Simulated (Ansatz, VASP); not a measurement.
Given: the input of a run of VASP 6.6.1 on PbO2.

Contents of INCAR:

```
ALGO = Normal ; EDIFF = 1E-6
ENCUT = 520 ; GGA = PE
ISIF = 2 ; ISMEAR = -1
LASPH = T ; LCHARG = F
LREAL = F ; LWAVE = F
NELM = 60 ; PREC = Accurate
SIGMA = 0.05
```

File KPOINTS:

```
k-points
0
Gamma
  6 6 8
```

POSCAR

```
PbO2
1.0
    4.9949598700      0.0000000000      0.0000000000
    0.0000000000      4.9949598700      0.0000000000
    0.0000000000      0.0000000000      3.4090009600
Pb O
2 4
Direct
    0.5000000000      0.5000000000      0.5000000000
    0.0000000000      0.0000000000      0.0000000000
    0.6925710400      0.6925710400      0.0000000000
    0.8074289600      0.1925710400      0.5000000000
    0.1925710400      0.8074289600      0.5000000000
    0.3074289600      0.3074289600      0.0000000000
```

KPOINTS_OPT

```
path GXMGZRAZ,XR,MA
15
line-mode
reciprocal
 0.0000000000  0.0000000000  0.0000000000  G
 0.0000000000  0.5000000000  0.0000000000  X

 0.0000000000  0.5000000000  0.0000000000  X
 0.5000000000  0.5000000000  0.0000000000  M

 0.5000000000  0.5000000000  0.0000000000  M
 0.0000000000  0.0000000000  0.0000000000  G

 0.0000000000  0.0000000000  0.0000000000  G
 0.0000000000  0.0000000000  0.5000000000  Z

 0.0000000000  0.0000000000  0.5000000000  Z
 0.0000000000  0.5000000000  0.5000000000  R

 0.0000000000  0.5000000000  0.5000000000  R
 0.5000000000  0.5000000000  0.5000000000  A

 0.5000000000  0.5000000000  0.5000000000  A
 0.0000000000  0.0000000000  0.5000000000  Z

 0.0000000000  0.5000000000  0.0000000000  X
 0.0000000000  0.5000000000  0.5000000000  R

 0.5000000000  0.5000000000  0.0000000000  M
 0.5000000000  0.5000000000  0.5000000000  A
```

Potentials or basis: VASP PAW PBE potentials, release 64 (Pb_d, O).

Command:

```sh
$ cat potpaw_PBE.64/Pb_d/POTCAR potpaw_PBE.64/O/POTCAR > POTCAR
$ mpirun -np 1 vasp_std > vasp.out
```

Translate it to Ansatz 0.2.0. Potentials there: Ansatz PAW.

As run (the cutoff follows the program's own potentials):

Contents of input.yaml:

```yaml
crystal:
  lattice:
    - [4.99495987, 0.0, 0.0]
    - [0.0, 4.99495987, 0.0]
    - [0.0, 0.0, 3.40900096]
  atoms:
    - { symbol: Pb, position: [0.5, 0.5, 0.5] }
    - { symbol: Pb, position: [0.0, 0.0, 0.0] }
    - { symbol: O, position: [0.69257104, 0.69257104, 0.0] }
    - { symbol: O, position: [0.80742896, 0.19257104, 0.5] }
    - { symbol: O, position: [0.19257104, 0.80742896, 0.5] }
    - { symbol: O, position: [0.30742896, 0.30742896, 0.0] }
hamiltonian:
  xc: pbe
  pseudopotentials: { kind: paw }
kpoints:
  mp_grid: { grid: [6, 6, 8] }
  band_path:
    path:
      - [[0.0, 0.0, 0.0], [0.0, 0.5, 0.0], [0.5, 0.5, 0.0], [0.0, 0.0, 0.0], [0.0, 0.0, 0.5], [0.0, 0.5, 0.5], [0.5, 0.5, 0.5], [0.0, 0.0, 0.5]]
      - [[0.0, 0.5, 0.0], [0.0, 0.5, 0.5]]
      - [[0.5, 0.5, 0.0], [0.5, 0.5, 0.5]]
    npoints: 14
scf:
  occupations: { method: fermi_dirac, width: 0.05 }
  n_extra_bands: 15
output:
  forces: true
  stress: true
  eigenvalues: true
  fatbands: false
```

Potentials or basis: Ansatz PAW.

Run with:

```console
$ ansatz run input.yaml --threads 2 --pin off --max-ram 5632MiB --backend cpu --events-out ev --progress --plain --runs-dir out
```

Both were run:

|  | VASP | Ansatz | Ansatz less VASP |
| --- | --- | --- | --- |
| gap on the k mesh at the Fermi level (eV) | 0.09 | 0.10 | +0.011 |
| least direct gap on the mesh (eV) | 0.12 | 0.13 | +0.008 |
| pressure (GPa) | 6.0 | 5.7 | -0.28 |
| largest component of the traceless stress (GPa) | 0.85 | 0.74 | -0.117 |
| rms of the force components (eV/Å) | 0.024 | 0.019 | -0.0047 |

Atom by atom the forces differ by 0.005 eV/Å (rms over components).

Caveats: spin-orbit coupling is left out, which moves the levels of the heavy elements; the pressure holds a Pulay correction of +0.6 GPa for the finite cutoff (Ansatz).
